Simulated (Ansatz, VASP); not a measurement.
AlCo: VASP beside Ansatz

```
Al Co
1.0
     2.85190    0.00000    0.00000
     0.00000    2.85190    0.00000
     0.00000    0.00000    2.85190
Al Co
1 1
Direct
  0.00000 0.00000 0.00000
  0.50000 0.50000 0.50000
```

Alike in both runs: functional PBE; k mesh 14 × 14 × 14; occupations gaussian, width 0.1 eV; collinear spin.

Ansatz relaxed the structure, and its values are those at the end. VASP's run is a single point on that final structure, the one shown.

|  | VASP | Ansatz |
| --- | --- | --- |
| version | VASP 6.6.1 | Ansatz 0.2.0 |
| potentials or method | VASP PAW PBE potentials, release 64 (Al, Co) | scalar-relativistic, plane waves, PAW |
| plane-wave cutoff (eV) | 520 | 420 |
| valence electrons in the cell | 12 | 20 |

```tsv
	VASP	Ansatz	Ansatz less VASP
gap on the k mesh at the Fermi level (eV)	none	none	-
pressure (GPa)	0.0	0.0	+0.01
net moment per atom (μB)	0.00	0.00	0.000
```

A gap of «none» marks a metal or a gap that the smearing closes. The two sets of potentials don't hold the same shells in valence. Ansatz warned: «seeded_moment_not_kept».
